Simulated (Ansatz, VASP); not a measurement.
**TiTe2: VASP beside Ansatz**

The input INCAR:

```
SYSTEM = TiTe2
ALGO = Normal ; EDIFF = 1E-6
ENCUT = 520 ; ISIF = 2
ISMEAR = -1 ; LASPH = .True.
LCHARG = .True. ; LELF = .True.
LREAL = .False. ; LVHAR = .True.
LWAVE = .False. ; NBANDS = 19
NELM = 100 ; PREC = Accurate
SIGMA = 0.05
```

File KPOINTS:

```
k-points
0
Gamma
  8 8 4
  0 0 0
```

The input POSCAR:

```
TiTe2
1.0
    3.8510776303      0.0000000000      0.0000000000
   -1.9255388151      3.3351310598      0.0000000000
    0.0000000000      0.0000000000      6.6254441201
Te Ti
2 1
Direct
    0.3333333333      0.6666666667      0.7372000000
    0.6666666667      0.3333333333      0.2628000000
    0.0000000000      0.0000000000      0.0000000000
```

input.yaml

```yaml
crystal:
  lattice:
    - [3.8510776303, 0.0, 0.0]
    - [-1.9255388151, 3.3351310598, 0.0]
    - [0.0, 0.0, 6.6254441201]
  atoms:
    - { symbol: Te, position: [0.3333333333, 0.6666666667, 0.7372] }
    - { symbol: Te, position: [0.6666666667, 0.3333333333, 0.2628] }
    - { symbol: Ti, position: [0.0, 0.0, 0.0] }
kpoints:
  mp_grid: { grid: [8, 8, 4] }
scf:
  occupations: { method: fermi_dirac, width: 0.05 }
hamiltonian:
  xc: lda
  pseudopotentials: { kind: all_electron, lapw: { basis_error: 0.002 } }
output:
  forces: true
  stress: true
  eigenvalues: true
```

Change from the starting cell: volume scaled by 1.06.

Alike in both runs: task single point; functional LDA; k mesh 8 × 8 × 4; occupations fermi-dirac, width 0.05 eV; no spin polarisation.

|  | VASP | Ansatz |
| --- | --- | --- |
| version | VASP 6.6.1 | Ansatz 0.2.0 |
| potentials or method | VASP PAW LDA potentials, release 64 (Te, Ti_sv) | all-electron LAPW, scalar-relativistic |
| plane-wave cutoff (eV) | 520 | see its input |

Ansatz gave:

```
gap on the k mesh at the Fermi level (eV)       : none
pressure (GPa)                                  : -7.0
largest component of the traceless stress (GPa) : 0.08
rms of the force components (eV/Å)              : 0.348
```

**Question.** What did VASP give for the same quantities?

**Answer.** gap on the k mesh at the Fermi level (eV): none; pressure (GPa): -6.9; largest component of the traceless stress (GPa): 0.06; rms of the force components (eV/Å): 0.336.

Atom by atom the forces differ by 0.013 eV/Å (rms over components). A gap of «none» marks a metal or a gap that the smearing closes. Ansatz ran all-electron here, so the differences hold the error of VASP's frozen core and of both bases.

The runs have no spin-orbit coupling, so splittings on Te are missing.
